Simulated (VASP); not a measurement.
CaO, 2 atoms in the cell. It takes space group Fm-3m (No. 225, cubic). The conventional cell has a = 4.780 Å, b = 4.780 Å, c = 4.780 Å, α = 90.00°, β = 90.00°, γ = 90.00°. Ca (site symmetry m-3m) is surrounded by 6 O at 2.39 Å. O (site symmetry m-3m) has 6 Ca at 2.39 Å as nearest neighbours. The cell was built by a generator and needn't be a form met in nature.

```yaml
Program: VASP 6.6.1
Task: relaxation of cell and atoms
Functional: r2SCAN
Potentials_or_basis: VASP PAW PBE potentials, release 64 (Ca_sv, O)
Cutoff: 600 eV
k_mesh: 10 × 10 × 10
Occupations: gaussian, width 0.02 eV
Spin: no spin polarisation
Further_INCAR_settings: ALGO = Normal; EDIFF = 1e-06; IBRION = 2; EDIFFG = -0.005; NSW = 60; ISIF = 3
```

Potentials or basis: VASP PAW PBE potentials, release 64 (Ca_sv, O).

Launch:

```bash
$ cat potpaw_PBE.64/Ca_sv/POTCAR potpaw_PBE.64/O/POTCAR > POTCAR
$ mpirun -np 1 vasp_std > vasp.out
```

Hardware: 1 thread of Intel(R) Xeon(R) Platinum 8488C (Sapphire Rapids), on a shared host.

Task: Estimate the wall time of this run.

Result: Run time: 3.3 min on 1 thread of Intel(R) Xeon(R) Platinum 8488C (Sapphire Rapids), on a shared host, peak memory 0.18 GiB. Counts: scf iterations 43, k points 47, ion steps 3.
